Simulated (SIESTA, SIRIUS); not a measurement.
This is a calculation of SnO2 (Cassiterite) for SIESTA 5.4.2. 

SnO2.fdf

```
SystemName                      Cassiterite
SystemLabel                     SnO2
NumberOfSpecies                 2
NumberOfAtoms                   6
%block ChemicalSpeciesLabel
  1  50 Sn
  2   8 O
%endblock ChemicalSpeciesLabel

LatticeConstant                 1.0 Ang
%block LatticeVectors
     4.7380000000     0.0000000000     0.0000000000
     0.0000000000     4.7380000000     0.0000000000
     0.0000000000     0.0000000000     3.1865000000
%endblock LatticeVectors
AtomicCoordinatesFormat         Fractional
%block AtomicCoordinatesAndAtomicSpecies
     0.5000000000     0.5000000000     0.5000000000  1  Sn
     0.0000000000     0.0000000000     0.0000000000  1  Sn
     0.8071000000     0.1929000000     0.5000000000  2  O
     0.6929000000     0.6929000000     0.0000000000  2  O
     0.1929000000     0.8071000000     0.5000000000  2  O
     0.3071000000     0.3071000000     0.0000000000  2  O
%endblock AtomicCoordinatesAndAtomicSpecies

%block kgrid.MonkhorstPack
    6   0   0  0.0
    0   6   0  0.0
    0   0   8  0.0
%endblock kgrid.MonkhorstPack
XC.Functional                   GGA
XC.Authors                      PBEsol
PAO.BasisSize                   DZP
PAO.EnergyShift                 0.003 Ry
Mesh.Cutoff                     800 Ry
OccupationFunction              FD
ElectronicTemperature           0.05 eV
MaxSCFIterations                120
SCF.MustConverge                false
SCF.Mixer.Method                Pulay
SCF.Mixer.Weight                0.25
SCF.Mixer.History               8
SCF.DM.Tolerance                5.0e-05
SCF.H.Tolerance                 1.0e-03 eV
WriteForces                     true
Charge.Mulliken                 end
Charge.Hirshfeld                end
Charge.Voronoi                  end
SaveRho                         true
SaveElectrostaticPotential      true
%block PAO.Basis
  Sn 4
  n=5 0 2
    6.406 0.000
  n=5 1 2
    8.599 0.000
  n=4 2 2
    3.767 0.000
  n=5 2 1
    8.599
%endblock PAO.Basis
```

Potentials or basis: PseudoDojo 0.4 standard (PBEsol files), converted to PSML, two zetas on semicore shells, DZP (energy shift 0.003 Ry; two zetas on semicore shells).

Launch:

```console
$ siesta SnO2.fdf > SnO2.out 2>&1
```

What does the same run look like in SIRIUS 7.12.0? Potentials or basis there: PseudoDojo 0.4.1 PBEsol standard (scalar relativistic), cutoff 1152 eV.

As run (cutoffs and basis follow the program's own potentials, and thresholds, step limits or extra output files can differ):

Contents of sirius.json:

```json
{
  "control": {
    "processing_unit": "cpu",
    "verbosity": 2,
    "num_bands_to_print": 37,
    "print_forces": true,
    "print_stress": true
  },
  "parameters": {
    "electronic_structure_method": "pseudopotential",
    "xc_functionals": ["XC_GGA_X_PBE_SOL", "XC_GGA_C_PBE_SOL"],
    "gk_cutoff": 9.2,
    "pw_cutoff": 18.4,
    "ngridk": [6, 6, 8],
    "shiftk": [0, 0, 0],
    "smearing": "fermi_dirac",
    "smearing_width": 0.0018374661,
    "num_bands": 37,
    "num_mag_dims": 0,
    "num_dft_iter": 100,
    "energy_tol": 1e-08,
    "density_tol": 1e-06
  },
  "iterative_solver": {
    "type": "davidson",
    "min_tolerance": 1e-10
  },
  "mixer": {
    "type": "anderson",
    "beta": 0.7,
    "max_history": 8
  },
  "settings": {
    "tol_ne": 1e-10,
    "pseudo_grid_cutoff": 6.5
  },
  "unit_cell": {
    "lattice_vectors": [
      [8.953522378477, 0.0, 0.0],
      [0.0, 8.953522378477, 0.0],
      [0.0, 0.0, 6.02161229612]
    ],
    "atom_coordinate_units": "lattice",
    "atom_types": ["Sn", "O"],
    "atom_files": {
      "Sn": "Sn.json",
      "O": "O.json"
    },
    "atoms": {
      "Sn": [
        [0.5, 0.5, 0.5],
        [0.0, 0.0, 0.0]
      ],
      "O": [
        [0.8071, 0.1929, 0.5],
        [0.6929, 0.6929, 0.0],
        [0.1929, 0.8071, 0.5],
        [0.3071, 0.3071, 0.0]
      ]
    }
  }
}
```

Potentials or basis: PseudoDojo 0.4.1 PBEsol standard (scalar relativistic).

Command:

```console
$ upf_to_json Sn.upf
$ upf_to_json O.upf
$ OMP_NUM_THREADS=1 sirius.scf --input=sirius.json --output=out.json --task=0
```

Both were run:

|  | SIESTA | SIRIUS |
| --- | --- | --- |
| Pressure | 11.2 GPa | 6.0 GPa |
| Largest force | 0.223 eV/Å | 0.219 eV/Å |

The two runs disagree by more than potentials and bases usually give (in gap, levels, pressure or energy); the cause wasn't traced.

The cell lies far from this level's equilibrium.

Pressure is positive in compression.
